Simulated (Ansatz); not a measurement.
What a change of settings does to a run on GaAs

The cell is COD entry 9008845, as deposited and not checked against the literature; nothing was relaxed.

First run: DFT, PBE, all-electron LAPW, scalar-relativistic (Ansatz 0.2.0).

Command: `ansatz run input.yaml --threads 1 --pin off --max-ram 2048MiB --backend cpu --events-out ev --progress --plain --runs-dir out` The run took about 32 s on 1 thread of a shared machine.

```yaml
crystal:
  lattice:
    - [0.0, 2.82685, 2.82685]
    - [2.82685, 0.0, 2.82685]
    - [2.82685, 2.82685, 0.0]
  atoms:
    - { symbol: Ga, position: [0.0, 0.0, 0.0] }
    - { symbol: As, position: [0.75, 0.75, 0.75] }
kpoints:
  mp_grid: { grid: [11, 11, 11] }
scf:
  occupations: { method: fermi_dirac, width: 0.05 }
hamiltonian:
  xc: pbe
  pseudopotentials: { kind: all_electron, lapw: { basis_error: 0.0005 } }
output:
  forces: true
  stress: true
  eigenvalues: true
basis:
  ecutwfc: 220
```

Result: converged; pressure 3.36 GPa; gap on the k mesh 0.52 eV (the mesh can miss the band edges); 7 SCF iterations.

The input is then changed:

```diff
@@ -20,3 +20,6 @@
 basis:
   ecutwfc: 220
+  xc_grid: 3
+magnetization:
+  spin_polarized: true
```

**Question.** Predict the outcome of the changed run.

**Answer.** It converged; pressure 3.36 GPa; moment 0.00 μB; 9 SCF iterations.

The results part of its log:

```
SCF 1 converged in 9 iterations: F = -114424.443926 eV  dr2 = 3.64e-8
the basis misses lapw.basis_error, or isn't shown to meet it; the report's basis errors tell why
SCF converged after 9 iterations
Magnetization: 0.0000 μB (22.0000 up, 22.0000 down)
Absolute magnetization: 0.0000 μB (∫|ρ↑−ρ↓|)
Spin contamination: 0.0000 ħ² per cell (⟨S²⟩ above its minimum at these occupations)
Per-site moments (μB) at R_I (Å): [(1.2634804846811676e-7, 1.2329881136432763), (4.0036501580686945e-7, 1.2151357625648749)]
Free energy (F): -114424.443926 eV
Harris-Foulkes:  -114424.443926 eV  (|F-HF|=7.48e-8)
Internal energy: -114424.443914 eV  (E = F + TS)
E sigma→0 (E₀):  -114424.443920 eV
Entropy (-TS):   -0.000012 eV (-0.006 meV/atom)
Fermi energy:    9.651974 eV
--- Per-component energies (eV) ---
  E_band       = -2120.926787
  E_kinetic    = 116839.836895
  E_xc         = -4342.502005
  E_electrostatic = -226921.778804  (all electrons and nuclei)
  E_smearing   = -0.000012  (= −TS)
  E_closure    = 0.000000  (closes the sum)
  E_atoms      = -114416.203472  (free atoms, spherical and without spin; not in F)
  Σ components = -114424.443926   (vs F -114424.443926, Δ=0.00e0)
  Basis errors (estimates in eV, not in F): energy 5.9e-3 per atom: plane waves 5.9e-3 (4.5e-3 summed), levels above the bands 2.0e-75, relativity 2.0e-8, radial functions 1.6e-5, core shells 3.3e-11; eigenvalues (radial functions only) 4.3e-7; not estimated: angular momenta, meshes, grids; target (lapw.basis_error) 5.0e-4, missed at the typed basis.ecutwfc; muffin-tin radii Ga 1.233 Å, As 1.215 Å
--- Forces (eV/Å), atoms counted from 1 ---
  atom   1  Ga     0.00000000    -0.00000000     0.00000000
  atom   2  As    -0.00000000     0.00000000    -0.00000000
  max |Σ_I F_I| component: 2.31e-17 eV/Å
--- Stress (GPa, compression-positive) ---
        3.359367      -0.000000      -0.000000
       -0.000000       3.359367       0.000000
       -0.000000       0.000000       3.359367
  P = ⅓ Tr σ = 3.3594 GPa (33.594 kbar)
--- Band table (eV; the first three rows and the last of 112) ---
  k-point 0 ↑: bands = ["-175.3743", "-134.2544", "-118.7463", "-118.7463", "-118.7463", "-84.9859", "-84.9859", "-84.9859", "-25.7944", "-25.7944", "-25.7944", "-25.7849", "-25.7849", "-5.4223", "-5.4223", "-5.4223", "-5.3439", "-5.3439", "-3.3747", "9.3514", "9.3514", "9.3514", "9.8728", "13.0937", "13.0937", "13.0937", "16.9506"]
  k-point 1 ↑: bands = ["-175.3743", "-134.2544", "-118.7463", "-118.7463", "-118.7463", "-84.9859", "-84.9859", "-84.9859", "-25.7945", "-25.7944", "-25.7944", "-25.7849", "-25.7849", "-5.4300", "-5.4204", "-5.4204", "-5.3440", "-5.3440", "-3.2773", "8.0056", "9.2184", "9.2184", "10.7719", "13.2888", "13.2916", "13.2916", "17.4970"]
  k-point 2 ↑: bands = ["-175.3743", "-134.2544", "-118.7463", "-118.7463", "-118.7463", "-84.9859", "-84.9859", "-84.9859", "-25.7943", "-25.7942", "-25.7942", "-25.7848", "-25.7848", "-5.4491", "-5.4154", "-5.4154", "-5.3439", "-5.3439", "-2.9953", "6.3759", "8.9171", "8.9171", "10.9745", "13.7103", "13.7103", "14.2493", "18.3715"]
  k-point 55 ↓: bands = ["-175.3743", "-134.2544", "-118.7463", "-118.7463", "-118.7463", "-84.9859", "-84.9859", "-84.9859", "-25.7943", "-25.7937", "-25.7927", "-25.7850", "-25.7842", "-5.5224", "-5.3907", "-5.3786", "-5.3543", "-5.3399", "-0.8547", "2.7544", "5.6531", "6.3122", "13.2158", "14.3759", "15.0692", "15.7407", "19.8295"]
```
